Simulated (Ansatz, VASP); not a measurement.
# One calculation of MgB2H, two programs

```
CELL_PARAMETERS angstrom
3.00671 0.00000 0.00000
-1.50336 2.60389 0.00000
0.00000 0.00000 4.29263
ATOMIC_POSITIONS crystal
Mg 0.00000 0.00000 0.50000
B 0.33333 0.66667 0.00000
B 0.66667 0.33333 0.00000
H 0.00000 0.00000 0.00000
```

Alike in both runs: functional PBE; k mesh 6 × 6 × 4; occupations gaussian, width 0.1 eV; no spin polarisation.

Ansatz relaxed the structure, and its values are those at the end. VASP's run is a single point on that final structure, the one shown.

```csv
,VASP,Ansatz
version,VASP 6.6.1,Ansatz 0.2.0
potentials or method,"VASP PAW PBE potentials, release 64 (Mg, B, H)","scalar-relativistic, plane waves, PAW"
plane-wave cutoff (eV),520,420
valence electrons in the cell,9,17
```

|  | VASP | Ansatz | Ansatz less VASP |
| --- | --- | --- | --- |
| gap on the k mesh at the Fermi level (eV) | none | none | - |
| pressure (GPa) | -0.4 | -0.2 | +0.25 |

A gap of «none» marks a metal or a gap that the smearing closes. The two sets of potentials don't hold the same shells in valence.

Caveats: the k mesh is coarse (spacing up to 0.40 Å⁻¹), so the values aren't converged.
